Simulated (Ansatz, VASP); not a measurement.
Ni in VASP and in Ansatz

```
Ni
1.0
     2.41044    0.00000    0.00000
    -1.20522    2.08751    0.00000
     0.00000    0.00000    3.96323
Ni
2
Direct
  0.33333 0.66667 0.25000
  0.66667 0.33333 0.75000
```

Alike in both runs: task single point; functional PBEsol; k mesh 17 × 17 × 9; occupations fermi-dirac, width 0.1 eV; no spin polarisation.

|  | VASP | Ansatz |
| --- | --- | --- |
| version | VASP 6.6.1 | Ansatz 0.2.0 |
| potentials or method | VASP PAW PBE potentials, release 64 (Ni) | plane waves (420 eV) with PAW, scalar-relativistic |
| plane-wave cutoff (eV) | 520 | 420 |
| valence electrons in the cell | 20 | 36 |

```csv
,VASP,Ansatz,Ansatz less VASP
pressure (GPa),10.2,10.4,+0.23
```

The two sets of potentials don't hold the same shells in valence. Ansatz warned: «pseudo_functional_mismatch».

Caveats: the PAW data sets were made with another functional, which shifts forces and pressure a little (VASP); the run has no spin polarisation, though such a crystal can be magnetic. Spin polarisation is off, so any magnetic state and its effect on volume and gap are missing.
